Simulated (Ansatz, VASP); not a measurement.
# Two plane-wave programs on BN

File INCAR:

```
PREC = Accurate ; ENCUT = 600
EDIFF = 1E-6 ; ISMEAR = -1
SIGMA = 0.08 ; LREAL = False
LASPH = True ; NELM = 80
ALGO = Normal ; ISIF = 3
LWAVE = False ; LCHARG = False
GGA = PS ; IBRION = 2
NSW = 60 ; EDIFFG = -0.005
```

The input KPOINTS:

```
regular mesh
0
Gamma
  17 17 17
```

The input POSCAR:

```
BN
1.0
    0.0000000000      2.1544346900      2.1544346900
    2.1544346900      0.0000000000      2.1544346900
    2.1544346900      2.1544346900      0.0000000000
B N
1 1
Direct
    0.0000000000      0.0000000000      0.0000000000
    0.2500000000      0.2500000000      0.2500000000
```

Input for Ansatz:

```yaml
crystal:
  lattice:
    - [0.0, 2.15443469, 2.15443469]
    - [2.15443469, 0.0, 2.15443469]
    - [2.15443469, 2.15443469, 0.0]
  atoms:
    - { symbol: B, position: [0.0, 0.0, 0.0] }
    - { symbol: "N", position: [0.25, 0.25, 0.25] }
kpoints:
  mp_grid: { grid: [17, 17, 17] }
scf:
  occupations: { method: fermi_dirac, width: 0.08 }
hamiltonian:
  xc: pbesol
  pseudopotentials: { kind: paw }
output:
  forces: true
  stress: true
  write_density: true
  write_potential: true
  elf: true
  volumetric_format: npy
relax:
  f_tol: 0.005
  max_steps: 40
  cell: {}
```

Alike in both runs: task relaxation of cell and atoms; functional PBEsol; k mesh 17 × 17 × 17; occupations fermi-dirac, width 0.08 eV; no spin polarisation.

|  | VASP | Ansatz |
| --- | --- | --- |
| version | VASP 6.6.1 | Ansatz 0.2.0 |
| potentials or method | VASP PAW PBE potentials, release 64 (B, N) | PAW with Ansatz's default frozen-core files, scalar-relativistic |
| plane-wave cutoff (eV) | 600 | 420 |
| valence electrons in the cell | 8 | 8 |

Ansatz gave:

| Item | Value |
| --- | --- |
| gap on the k mesh at the Fermi level, each at its own relaxed structure (eV) | 4.34 |
| relaxed volume (Å³/atom) | 5.86 |
| relaxed cell length with the largest relative difference (Å) | 2.550 |
| energy change over the relaxation (meV/atom) | -1474 |

Q: What did VASP give for the same quantities?

A: gap on the k mesh at the Fermi level, each at its own relaxed structure (eV): 4.33; relaxed volume (Å³/atom): 5.87; relaxed cell length with the largest relative difference (Å): 2.551; energy change over the relaxation (meV/atom): -1476.

Caveats: the volume moved by over 15 % at a fixed basis, so the end points are rough (VASP); the PAW data sets were made with another functional, which shifts forces and pressure a little (VASP); an odd mesh through Γ misses points on the zone boundary, where band edges often lie.
